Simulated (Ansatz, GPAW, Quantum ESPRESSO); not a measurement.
**One calculation of ZrS, 5 ways**

```
Zr S
1.0
     0.00000    2.62500    2.62500
     2.62500    0.00000    2.62500
     2.62500    2.62500    0.00000
Zr S
1 1
Direct
  0.00000 0.00000 0.00000
  0.50000 0.50000 0.50000
```

Alike in all runs: task band structure; functional PBEsol; k mesh 9 × 9 × 9; occupations fermi-dirac, width 0.05 eV; no spin polarisation; no spin-orbit coupling. Pressure is positive in compression and, in plane waves, holds the error of the finite cutoff, which Ansatz's Pulay term estimates and takes out.

| program and potentials | plane-wave cutoff (eV) | notes | pressure (GPa) |
| --- | --- | --- | --- |
| Quantum ESPRESSO, GBRV 1.5 PBEsol | 612 | - | -6.58 |
| Quantum ESPRESSO, PseudoDojo 0.4.1 SR PBEsol standard | 898 | - | -6.37 |
| Ansatz, all-electron LAPW, scalar-relativistic | - | - | -6.44 |
| GPAW, PAW data sets generated for this functional | 600 | - | -7.02 |
| Ansatz, PAW datasets made for the crystal | 240 | - | -6.44 |

The pressure spans -7.02 (GPAW, PAW data sets generated for this functional) to -6.37 GPa (Quantum ESPRESSO, PseudoDojo 0.4.1 SR PBEsol standard), with all-electron results at -6.44.

Differences between rows come from potentials, basis sets and numerical settings, since the functional is the same but for its coding. Runs on potential files found faulty are left out.
